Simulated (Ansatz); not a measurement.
**Two Ansatz runs on CuO**

The cell was built from the zincblende type and relaxed in the same program, and has space group F-43m; it needn't be a known or the stable phase.

First run: DFT, PBE, all-electron LAPW, scalar-relativistic (Ansatz 0.2.0).

Command: `ansatz run input.yaml --threads 1 --pin off --max-ram 2048MiB --backend cpu --events-out ev --progress --plain --runs-dir out` The run took 9.6 s on 1 thread of Arm Neoverse V2, with other jobs on the host, peak memory 0.27 GiB.

```yaml
crystal:
  lattice:
    - [0.0, 2.2618016073, 2.2618016073]
    - [2.2618016073, 0.0, 2.2618016073]
    - [2.2618016073, 2.2618016073, 0.0]
  atoms:
    - { symbol: Cu, position: [0.0, 0.0, 0.0] }
    - { symbol: O, position: [0.25, 0.25, 0.25] }
kpoints:
  mp_grid: { grid: [8, 8, 8] }
scf:
  occupations: { method: fermi_dirac, width: 0.05 }
hamiltonian:
  xc: pbe
  pseudopotentials: { kind: all_electron, lapw: { basis_error: 0.001 } }
output:
  forces: true
  stress: true
  eigenvalues: true
```

Result: converged; pressure -0.02 GPa; 8 SCF iterations.

Without spin polarisation or U, such a compound can come out metallic where the real one is a magnetic insulator.

The input is then changed:

```diff
@@ -11,7 +11,9 @@
 scf:
   occupations: { method: fermi_dirac, width: 0.05 }
+  mixing: { preconditioner: resta }
 hamiltonian:
   xc: pbe
   pseudopotentials: { kind: all_electron, lapw: { basis_error: 0.001 } }
+  hubbard: { sites: [{ species: Cu, l: d, u_eff: 1.0 }], double_counting: fll }
 output:
   forces: true
```

(1) What does the second run give?

## Answers

(1) It converged; pressure 0.38 GPa; 10 SCF iterations.
